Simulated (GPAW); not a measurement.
The system is Os.

```
Os
1.0
     2.73410    0.00000    0.00000
    -1.36705    2.36780    0.00000
     0.00000    0.00000    4.31970
Os
2
Direct
  0.66667 0.33333 0.75000
  0.33333 0.66667 0.25000
```

Base run:

| Item | Value |
| --- | --- |
| Program | GPAW 26.7.0 |
| Functional | SCAN |
| Potentials or basis | GPAW PAW data sets (gpaw-data 1.2.1) |
| Cutoff | 600 eV |
| Basis | pw |
| k mesh | 8 × 8 × 5 |
| Occupations | fermi-dirac, width 0.05 eV |
| Spin | spin-orbit coupling, no magnetisation |

Its results: pressure -14.9 GPa.

**Question.** The run is repeated on the same cell with these changes: functional from SCAN to rSCAN. What comes out?

**Answer.** Pressure -1.2 GPa.

Caveats: spin-orbit coupling was added after a scalar SCF, so levels and gaps hold it while energy, forces, pressure and moments don't; the PAW data sets were made with another functional, which shifts forces and pressure a little.
